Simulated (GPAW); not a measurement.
# ZnSe (Stilleite) (F-43m) in GPAW: further runs

Aim: see how the results for ZnSe (Stilleite) move with the level of theory and the settings. Levels: PBE, LDA. Tasks: single point.

Program: GPAW 26.7.0. These are calculated values, not measurements. Logs are shortened: lines on timing, memory, paths and dates and some standing lists are left out, and cuts for length are marked. The log counts tension as positive stress, the text compression.

**The experiment to reproduce.**

From “Alloy Disordering Effects on the Thermal Conductivity and Energy Gap Temperature Dependence of Cd1−xZnxSe Ternary Crystals Grown by the Bridgman Method”, 2023, pmc:10253836, for a bulk crystal of ZnSe at 300 K: band gap 2.695 ± 0.003 eV (an exciton energy, a little under the gap).

The results are compared with them further down.

### Step 1. The structure

Symmetry: F-43m, No. 216, cubic system. The conventional cell has a = 5.668 Å, b = 5.668 Å, c = 5.668 Å, α = 90.00°, β = 90.00°, γ = 90.00°. Se (site symmetry -43m) has 4 Zn at 2.45 Å as nearest neighbours. Around Zn (site symmetry -43m) lie 4 Se at 2.45 Å.

### Step 2. Single point, PBE

File run.py:

```python
from ase.dft.bandgap import bandgap
from ase.io import read, write
from ase.units import GPa
from gpaw import GPAW, PW

atoms = read('POSCAR')

calc = GPAW(mode=PW(600),
            xc='PBE',
            kpts={'size': (8, 8, 8), 'gamma': True},
            occupations={'name': 'methfessel-paxton', 'order': 0, 'width': 0.03},
            nbands=18,
            convergence={'density': 1e-05, 'energy': 1e-05},
            maxiter=150,
            txt='gpaw.txt')
atoms.calc = calc
energy = atoms.get_potential_energy()
forces = atoms.get_forces()
stress = atoms.get_stress()
calc.write('gs.gpw')
write('result.traj', atoms)
print(f'Energy: {energy:.6f} eV')
print('Forces (eV/A):')
print(forces.round(4))
print('Stress (GPa):', (stress / GPa).round(3))
print('Fermi level:', round(calc.get_fermi_level(), 4), 'eV')
print(f'Gap: {bandgap(calc)[0]:.4f} eV, direct: {bandgap(calc, direct=True)[0]:.4f} eV')
```

File POSCAR:

```
ZnSe
1.0
    0.0000000000      2.8338000000      2.8338000000
    2.8338000000      0.0000000000      2.8338000000
    2.8338000000      2.8338000000      0.0000000000
Se Zn
1 1
Direct
    0.7500000000      0.7500000000      0.7500000000
    0.0000000000      0.0000000000      0.0000000000
```

Potentials or basis: GPAW PAW data sets (gpaw-data 1.2.1), pw.

The run is started by

```sh
OMP_NUM_THREADS=1 python run.py
```

gpaw.txt:

```text
__  _  _
 | _ |_)|_||  |
 |__||  | ||/\| - 26.7.0

Input parameters:
  mode=PW(ecut=600.0),
  convergence={'density': 1e-05, 'energy': 1e-05},
  kpts=MonkhorstPack(size=(8, 8, 8), gamma=True),
  maxiter=150,
  nbands=18,
  occupations=Occupations(name='methfessel-paxton', order=0, width=0.03),
  xc=XC(name='PBE')

Diagonalizing LCAO Hamiltonian
Converting LCAO to pw mode

                    Se

       Zn

Atoms  # Å, Bohr magnetons
|   | symbol |        x |        y |        z |    initial magnetic moments |
|---|--------|----------|----------|----------|-----------------------------|
| 0 |     Se | 4.250700 | 4.250700 | 4.250700 | ( 0.0000,  0.0000,  0.0000) |
| 1 |     Zn | 0.000000 | 0.000000 | 0.000000 | ( 0.0000,  0.0000,  0.0000) |

Unit cell  # Å
| periodic |        x |        y |        z |  lengths |    angles |
|----------|----------|----------|----------|----------|-----------|
|      yes | 0.000000 | 2.833800 | 2.833800 | 4.007598 | 60.000000 |
|      yes | 2.833800 | 0.000000 | 2.833800 | 4.007598 | 60.000000 |
|      yes | 2.833800 | 2.833800 | 0.000000 | 4.007598 | 60.000000 |

Number of symmetries: 24
Symmetry operations  # r_c * U_cc + t_c -> r_c
|    | kind |            matrix            |
|----|------|------------------------------|
|  0 |  E   |  1, 0, 0,  0, 1, 0,  0, 0, 1 |
|  1 |  σ   |  1, 0, 0,  0, 0, 1,  0, 1, 0 |
|  2 |  σ   |  1, 0,-1,  0, 1,-1,  0, 0,-1 |
|  3 |  C3  |  1, 0,-1,  0, 0,-1,  0, 1,-1 |
|  4 |  C3  |  1,-1, 0,  0,-1, 1,  0,-1, 0 |
|  5 |  σ   |  1,-1, 0,  0,-1, 0,  0,-1, 1 |
|  6 |  σ   |  0, 1, 0,  1, 0, 0,  0, 0, 1 |
|  7 |  C3  |  0, 1, 0,  0, 0, 1,  1, 0, 0 |
|  8 |  C2  |  0, 1,-1,  1, 0,-1,  0, 0,-1 |
|  9 |  S4  |  0, 1,-1,  0, 0,-1,  1, 0,-1 |
| 10 |  C3  |  0, 0, 1,  1, 0, 0,  0, 1, 0 |
| 11 |  σ   |  0, 0, 1,  0, 1, 0,  1, 0, 0 |
| 12 |  S4  |  0, 0,-1,  1, 0,-1,  0, 1,-1 |
| 13 |  C3  |  0, 0,-1,  0, 1,-1,  1, 0,-1 |
| 14 |  S4  |  0,-1, 1,  1,-1, 0,  0,-1, 0 |
| 15 |  C2  |  0,-1, 1,  0,-1, 0,  1,-1, 0 |
| 16 |  C3  |  0,-1, 0,  1,-1, 0,  0,-1, 1 |
| 17 |  S4  |  0,-1, 0,  0,-1, 1,  1,-1, 0 |
| 18 |  S4  | -1, 1, 0, -1, 0, 1, -1, 0, 0 |
| 19 |  C3  | -1, 1, 0, -1, 0, 0, -1, 0, 1 |
| 20 |  C3  | -1, 0, 1, -1, 1, 0, -1, 0, 0 |
| 21 |  S4  | -1, 0, 1, -1, 0, 0, -1, 1, 0 |
| 22 |  σ   | -1, 0, 0, -1, 1, 0, -1, 0, 1 |
| 23 |  C2  | -1, 0, 0, -1, 0, 1, -1, 1, 0 |

BZ-sampling:
  Number of BZ points: 512
  Number of IBZ points: 29

  Monkhorst-Pack size: [8, 8, 8]
  Monkhorst-Pack shift: [0.0625, 0.0625, 0.0625]

K-points  # in reciprocal-cell coordinates
|     |                                coordinates |     weight |
|-----|--------------------------------------------|------------|
|   0 | (  0.00000000,   0.00000000,   0.00000000) | 0.00195312 |
|   1 | (  0.12500000,   0.12500000,   0.00000000) | 0.01171875 |
|   2 | (  0.12500000,   0.12500000,   0.12500000) | 0.01562500 |
|   3 | (  0.25000000,   0.12500000,   0.12500000) | 0.02343750 |
|   4 | (  0.25000000,   0.25000000,   0.00000000) | 0.01171875 |
|   5 | (  0.25000000,   0.25000000,   0.12500000) | 0.04687500 |
|   6 | (  0.25000000,   0.25000000,   0.25000000) | 0.01562500 |
|   7 | (  0.37500000,   0.25000000,  -0.37500000) | 0.04687500 |
|   8 | (  0.37500000,   0.25000000,   0.12500000) | 0.04687500 |
|   9 | (  0.37500000,   0.25000000,   0.25000000) | 0.04687500 |
| ... |                                            |            |
|  28 | (  0.50000000,   0.50000000,   0.50000000) | 0.00781250 |

Plane wave coefficients: 1540
Cutoff: 600.0 eV

Spin-components: 1 (collinear spins)
Bands:           18
Projectors:      11
Spin-degeneracy: 2
Datatype:        complex128

Parallelization:
  kpt:    1
  domain: 1
  band:   1

Density:
  Valence electrons: 18.0
  Components: 1
  Grid points: [24 24 24]
  Charge: 0.0  # |e|

Potential:
  Grid points: [24 24 24]

species:
  Se:
    name:    Selenium
    Z:       34.0
    valence: 6
    core:    28
    charge:  0.0  # [|e|]
    compensation charges:
      type: gauss
      rc: 0.27  # [Å]
      lmax: 2
    cutoffs:
      filter: 1.77  # [Å]
      core: 2.67  # [Å]
    projectors
    | kind |    occ | energy [eV] | rcut [Å] |
    |------|--------|-------------|----------|
    |   4s |  2.000 |     -17.277 |    0.847 |
    |   4p |  4.000 |      -6.512 |    1.005 |
    |    s |        |       9.935 |    0.847 |
    |    p |        |      20.699 |    1.005 |
    |    d |        |       0.000 |    0.847 |

    Using partial waves for Se as LCAO basis

  Zn:
    name:    Zinc
    Z:       30.0
    valence: 12
    core:    18
    charge:  0.0  # [|e|]
    compensation charges:
      type: gauss
      rc: 0.37  # [Å]
      lmax: 2
    cutoffs:
      filter: 2.14  # [Å]
      core: 2.28  # [Å]
    projectors
    | kind |    occ | energy [eV] | rcut [Å] |
    |------|--------|-------------|----------|
    |   4s |  2.000 |      -5.977 |    1.286 |
    |   4p |  0.000 |      -1.117 |    1.270 |
    |   3d | 10.000 |     -10.142 |    1.180 |
    |    s |        |      21.234 |    1.286 |
    |    p |        |      26.095 |    1.270 |
    |    d |        |      17.070 |    1.180 |

    Using partial waves for Zn as LCAO basis

Reference energy: -114964.858784  # eV

eigensolver:
  PPCG
  Converge bands: occupied
  niter=2

density mixing:
  MSR1-Mixer
  Pratt-step length: 0.05
  Maximum mixing coefficient: 0.75
  Old densities: 10
  SVD Regularization: 0.005
  Good broyden scale: 1.0
  Trust region scale: 1.0
  Backstep threshold: 4.0
  History deletion threshold: 6.0
  Fourier metric: weight=20.0, sigma=0.015

occupation numbers:
  Methfessel-Paxton:
    width: 0.0300  # eV
    order: 0

poisson solver:
  ecut: 4800.0  # eV

xc functional:
  name: PBE with 2 nearest neighbor stencil

convergence criteria:
- Maximum integral of absolute [dens]ity change: 1e-05 electrons / valence electron
- Maximum [total energy] change in last 3 cyles: 1e-05 eV / valence electron
- Maximum integral of absolute [eigenst]ate change: 4e-08 eV^2 / valence electron
maximum number of iterations: 150

SCF iterations
|iter     | |      energy | eigst |  dens |
|---------|-|-------------|-------|-------|
|iter:   1| |   -6.339548 | -0.25 |       |
|iter:   2| |   -6.282171 | -2.22 | -1.24 |
|iter:   3| |   -6.100369 | -1.65 | -1.28 |
|iter:   4| |   -6.100329 | -2.63 | -1.83 |
|iter:   5| |   -6.101408 | -3.71 | -2.31 |
|iter:   6| |   -6.101380 | -4.25 | -2.93 |
|iter:   7| |   -6.101403c| -5.24 | -3.51 |
|iter:   8| |   -6.101407c| -6.03 | -3.93 |
|iter:   9| |   -6.101407c| -8.14c| -5.04c|

Converged in 9 steps
Energy contributions relative to reference atoms: (reference = -114964.858784)

Energy contributions:
  Kinetic:          13.004586
  Coulomb:         -11.065266
  Zero:             -0.038423
  External:          0.000000
  Xc:               -8.002304
  Entropy:          -0.000000
  Spinorbit:         0.000000
  ----------------------------
  Free energy:      -6.101407
  Extrapolated:     -6.101407

dipole moment: (-7.090447, -7.090447, -7.090447)  # |e|*Ang

Fermi level: 4.353
Eigenvalues  # (at kpt = [0.000, 0.000, 0.000])
| band index |      eig [eV] | occ [0-2] |
|------------|---------------|-----------|
|          0 |        -9.375 |     2.000 |
|          1 |        -2.645 |     2.000 |
|          2 |        -2.645 |     2.000 |
|          3 |        -2.645 |     2.000 |
|          4 |        -2.279 |     2.000 |
|          5 |        -2.279 |     2.000 |
[... 10 lines left out ...]
|         16 |        16.945 |     0.000 |
|         17 |        16.945 |     0.000 |

Gap: 1.298 eV
Transition (v -> c):
  (s=0, k=0, n=8, [0.00, 0.00, 0.00]) -> (s=0, k=0, n=9, [0.00, 0.00, 0.00])
No difference between direct/indirect transitions

Forces  # eV/Ang
|       x |       y |        z |
|---------|---------|----------|
| 0.00000 | 0.00000 |  0.00000 |  # Se   0
| 0.00000 | 0.00000 | -0.00000 |  # Zn   1

Stress tensor  # eV/Ang^3
|         x |         y |         z |
|-----------|-----------|-----------|
| -0.013034 | -0.000000 |  0.000000 |
| -0.000000 | -0.013034 | -0.000000 |
|  0.000000 | -0.000000 | -0.013034 |

# Writing to gs.gpw (mode='')
```

It took 13 s on 1 thread of Arm Neoverse V2, shared host; peak memory 0.16 GiB.

Results:

- Free energy: -6.1014 eV
- Pressure: 2.1 GPa
- Band gap on the k mesh: 1.30 eV, direct

Levels at points of the mesh, in eV from the valence-band top:
| k point | band 5 | band 6 | band 7 | band 8 | band 9 | band 10 | band 11 | band 12 | band 13 | band 14 |
| --- | --- | --- | --- | --- | --- | --- | --- | --- | --- | --- |
| (0.00, 0.00, 0.00) | -6.15 | -6.15 | 0.00 | 0.00 | 0.00 | 1.30 | 5.81 | 5.81 | 5.81 | 9.96 |
| (0.50, 0.50, 0.00) | -6.10 | -5.97 | -4.74 | -2.18 | -2.18 | 2.99 | 3.47 | 10.73 | 11.25 | 11.25 |
| (0.50, 0.50, 0.50) | -6.13 | -5.99 | -5.22 | -0.87 | -0.87 | 2.55 | 6.39 | 6.39 | 8.57 | 10.98 |

### Step 3. Single point, LDA

run.py: that of step 2 with these lines changed.

```diff
@@ -5,8 +5,8 @@
 
-atoms = read('POSCAR')
+atoms = read('ZnSe.xyz')
 
 calc = GPAW(mode=PW(600),
-            xc='PBE',
+            xc='LDA',
             kpts={'size': (8, 8, 8), 'gamma': True},
-            occupations={'name': 'methfessel-paxton', 'order': 0, 'width': 0.03},
+            occupations={'name': 'methfessel-paxton', 'order': 0, 'width': 0.1},
             nbands=18,
```

File ZnSe.xyz:

```xyz
2
Lattice="0.0000000000 2.8338000000 2.8338000000 2.8338000000 0.0000000000 2.8338000000 2.8338000000 2.8338000000 0.0000000000" Properties=species:S:1:pos:R:3 pbc="T T T"
Se     4.2507000000      4.2507000000      4.2507000000
Zn     0.0000000000      0.0000000000      0.0000000000
```

Potentials or basis: the program's PAW data sets (release 1.2.1) made for this functional, pw.

The run is started by

```sh
OMP_NUM_THREADS=1 python run.py
```

gpaw.txt:

```text
__  _  _
 | _ |_)|_||  |
 |__||  | ||/\| - 26.7.0

Input parameters:
  mode=PW(ecut=600.0),
  convergence={'density': 1e-05, 'energy': 1e-05},
  kpts=MonkhorstPack(size=(8, 8, 8), gamma=True),
  maxiter=150,
  nbands=18,
  occupations=Occupations(name='methfessel-paxton', order=0, width=0.1),
  xc=XC(name='LDA')

Diagonalizing LCAO Hamiltonian
Converting LCAO to pw mode

                    Se

       Zn

Atoms  # Å, Bohr magnetons
|   | symbol |        x |        y |        z |    initial magnetic moments |
|---|--------|----------|----------|----------|-----------------------------|
| 0 |     Se | 4.250700 | 4.250700 | 4.250700 | ( 0.0000,  0.0000,  0.0000) |
| 1 |     Zn | 0.000000 | 0.000000 | 0.000000 | ( 0.0000,  0.0000,  0.0000) |

Unit cell  # Å
| periodic |        x |        y |        z |  lengths |    angles |
|----------|----------|----------|----------|----------|-----------|
|      yes | 0.000000 | 2.833800 | 2.833800 | 4.007598 | 60.000000 |
|      yes | 2.833800 | 0.000000 | 2.833800 | 4.007598 | 60.000000 |
[... 176 lines left out ...]
Converged in 9 steps
Energy contributions relative to reference atoms: (reference = -114805.075344)

Energy contributions:
  Kinetic:           9.770171
  Coulomb:          -8.367325
  Zero:             -0.024483
  External:          0.000000
  Xc:               -8.823433
  Entropy:          -0.000000
  Spinorbit:         0.000000
  ----------------------------
  Free energy:      -7.445070
  Extrapolated:     -7.445070

dipole moment: (-7.150819, -7.150819, -7.150819)  # |e|*Ang

Fermi level: 3.953
Eigenvalues  # (at kpt = [0.000, 0.000, 0.000])
| band index |      eig [eV] | occ [0-2] |
|------------|---------------|-----------|
|          0 |        -9.758 |     2.000 |
|          1 |        -3.076 |     2.000 |
|          2 |        -3.076 |     2.000 |
|          3 |        -3.076 |     2.000 |
|          4 |        -2.717 |     2.000 |
|          5 |        -2.717 |     2.000 |
[... 10 lines left out ...]
|         16 |        16.452 |     0.000 |
|         17 |        16.452 |     0.000 |

Gap: 1.045 eV
Transition (v -> c):
  (s=0, k=0, n=8, [0.00, 0.00, 0.00]) -> (s=0, k=0, n=9, [0.00, 0.00, 0.00])
No difference between direct/indirect transitions

Forces  # eV/Ang
|        x |       y |        z |
|----------|---------|----------|
|  0.00000 | 0.00000 |  0.00000 |  # Se   0
| -0.00000 | 0.00000 | -0.00000 |  # Zn   1

Stress tensor  # eV/Ang^3
|         x |        y |         z |
|-----------|----------|-----------|
|  0.022647 | 0.000000 | -0.000000 |
|  0.000000 | 0.022647 |  0.000000 |
| -0.000000 | 0.000000 |  0.022647 |

# Writing to gs.gpw (mode='')
```

stdout:

```text
Energy: -7.445070 eV
Forces (eV/A):
[[ 0.  0.  0.]
 [-0.  0. -0.]]
Stress (GPa): [ 3.629  3.629  3.629  0.    -0.     0.   ]
Fermi level: 3.953 eV
Gap: 1.0446 eV, direct: 1.0446 eV
```

It took 12 s on 1 thread of Arm Neoverse V2, shared host; peak memory 0.15 GiB.

Results:

| Item | Value |
| --- | --- |
| Free energy | -7.4451 eV |
| Pressure | -3.6 GPa |
| Band gap on the k mesh | 1.04 eV, direct |

### Step 4. Single point, PBE

run.py: that of step 3 with these lines changed.

```diff
@@ -5,8 +5,8 @@
 
-atoms = read('ZnSe.xyz')
+atoms = read('POSCAR')
 
 calc = GPAW(mode=PW(600),
-            xc='LDA',
+            xc='PBE',
             kpts={'size': (8, 8, 8), 'gamma': True},
-            occupations={'name': 'methfessel-paxton', 'order': 0, 'width': 0.1},
+            occupations={'name': 'methfessel-paxton', 'order': 0, 'width': 0.05},
             nbands=18,
```

POSCAR is that of step 2.

Potentials or basis: GPAW PAW data sets (gpaw-data 1.2.1), pw.

The run is started by

```sh
OMP_NUM_THREADS=1 python run.py
```

Run time: 13 s. Hardware: 1 thread of Arm Neoverse V2, shared host; peak memory 0.16 GiB.

It converged, with:

* Free energy: -6.1014 eV
* Pressure: 2.1 GPa
* Band gap on the k mesh: 1.30 eV, direct

Levels at points of the mesh, in eV from the valence-band top:
| k point | band 5 | band 6 | band 7 | band 8 | band 9 | band 10 | band 11 | band 12 | band 13 | band 14 |
| --- | --- | --- | --- | --- | --- | --- | --- | --- | --- | --- |
| (0.00, 0.00, 0.00) | -6.15 | -6.15 | 0.00 | 0.00 | 0.00 | 1.30 | 5.81 | 5.81 | 5.81 | 9.96 |
| (0.50, 0.50, 0.00) | -6.10 | -5.97 | -4.74 | -2.18 | -2.18 | 2.99 | 3.47 | 10.73 | 11.25 | 11.25 |
| (0.50, 0.50, 0.50) | -6.13 | -5.99 | -5.22 | -0.87 | -0.87 | 2.55 | 6.39 | 6.39 | 8.57 | 10.98 |

### Step 5. Summary

| level | potentials or basis | smearing | gap on the mesh (eV) | pressure (GPa) |
| --- | --- | --- | --- | --- |
| PBE | GPAW PAW data sets (gpaw-data 1.2.1), pw | gaussian 0.03 eV | 1.30 | 2.1 |
| LDA | the program's PAW data sets (release 1.2.1) made for this functional, pw | gaussian 0.1 eV | 1.04 | -3.6 |
| PBE | GPAW PAW data sets (gpaw-data 1.2.1), pw | gaussian 0.05 eV | 1.30 | 2.1 |

Alike in all rows: task single point; no spin polarisation; cell as given; k mesh 8 × 8 × 8; cutoff (eV) 600.

Total energies depend on the potentials used, so only differences within one code and one set of settings carry meaning.

### Step 6. How close it comes

Step 2. A measured gap of ZnSe is 2.695 eV (an exciton energy, a little under the gap; 300 K; “Alloy Disordering Effects on the Thermal Conductivity and Energy Gap Temperature Dependence of Cd1−xZnxSe Ternary Crystals Grown by the Bridgman Method”, 2023, pmc:10253836); the calculated 1.30 eV misses it by -1.40 eV. So large a miss can be the level of theory's own, or it may mean another phase, state or a wrong row. Spin-orbit coupling on Se is left out. The value is that of PBE, without temperature or zero-point motion. Semilocal functionals fall short of measured gaps as a rule.

Step 3. Against the measured gap of ZnSe, 2.695 eV (an exciton energy, a little under the gap; 300 K; “Alloy Disordering Effects on the Thermal Conductivity and Energy Gap Temperature Dependence of Cd1−xZnxSe Ternary Crystals Grown by the Bridgman Method”, 2023, pmc:10253836), the calculated 1.04 eV is off by -1.65 eV. So large a miss can be the level of theory's own, or it may mean another phase, state or a wrong row. Spin-orbit coupling on Se is left out. The value is that of LDA, without temperature or zero-point motion. Semilocal functionals fall short of measured gaps as a rule.

Step 4. A measured gap of ZnSe is 2.695 eV (an exciton energy, a little under the gap; 300 K; “Alloy Disordering Effects on the Thermal Conductivity and Energy Gap Temperature Dependence of Cd1−xZnxSe Ternary Crystals Grown by the Bridgman Method”, 2023, pmc:10253836); the calculated 1.30 eV misses it by -1.40 eV. So large a miss can be the level of theory's own, or it may mean another phase, state or a wrong row. Spin-orbit coupling on Se is left out. The value is that of PBE, without temperature or zero-point motion. Semilocal functionals fall short of measured gaps as a rule.
